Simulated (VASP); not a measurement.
Set up this calculation in VASP 6.6.1, as the native input.

```
Task                   : relaxation of cell and atoms
Functional             : PBEsol
Dispersion             : D3(BJ)
Potentials or basis    : VASP PAW PBE potentials, release 64 (W_sv, S)
Cutoff                 : 520 eV
k mesh                 : 6 × 6 × 6
Occupations            : gaussian, width 0.02 eV
Spin                   : no spin polarisation
Further INCAR settings : ALGO = Normal; EDIFF = 1e-07; IBRION = 2; EDIFFG = -0.002; NSW = 80; ISIF = 3
```

The structure of WS2 lies in POSCAR:

```
WS2                                     
1.0
    1.5603379517      0.9008615411      5.8433268426
   -1.5603379517      0.9008615411      5.8433268426
    0.0000000000     -1.8017230729      5.8433268427
  W               S             
     1     2
Direct
     0.0006360434862921    0.0006360434862921    0.0006360434863924
     0.2444882362399014    0.2444882362399014    0.2444882362399770
     0.4235757202738005    0.4235757202738005    0.4235757202736246
```

Measurements of this composition are mostly on another form, of space group No. 194.

One way to write it, as run:

INCAR

```
  PREC = Accurate
  ENCUT = 520
  EDIFF = 1E-7
  ISMEAR = 0
  SIGMA = 0.02
  LREAL = F
  LASPH = T
  NELM = 80
  ALGO = Normal
  ISIF = 3
  LWAVE = F
  LCHARG = F
  GGA = PS
  IVDW = 12
  IBRION = 2
  NSW = 80
  EDIFFG = -0.002
  KPAR = 4
```

KPOINTS

```
Automatic mesh
0
Gamma
  6 6 6
```

Potentials or basis: VASP PAW PBE potentials, release 64 (W_sv, S).

Run with:

```sh
$ cat potpaw_PBE.64/W_sv/POTCAR potpaw_PBE.64/S/POTCAR > POTCAR
$ mpirun -np 4 vasp_std > vasp.out
```

It gave:

* Energy gained by relaxing: 0.0 meV/atom
* Ionic steps: 5
* Pressure after relaxing: 0.0 GPa
* Band gap on the k mesh: 0.72 eV, indirect (least direct gap 2.03 eV)
* Dispersion energy per atom: -0.418 eV

Caveat: the PAW data sets were made with another functional, which shifts forces and pressure a little; spin-orbit coupling is left out, which moves the levels of the heavy elements.

Run time: 70 s on 4 MPI ranks on Intel(R) Xeon(R) Platinum 8488C (Sapphire Rapids), on a shared host, peak memory 0.35 GiB a rank.
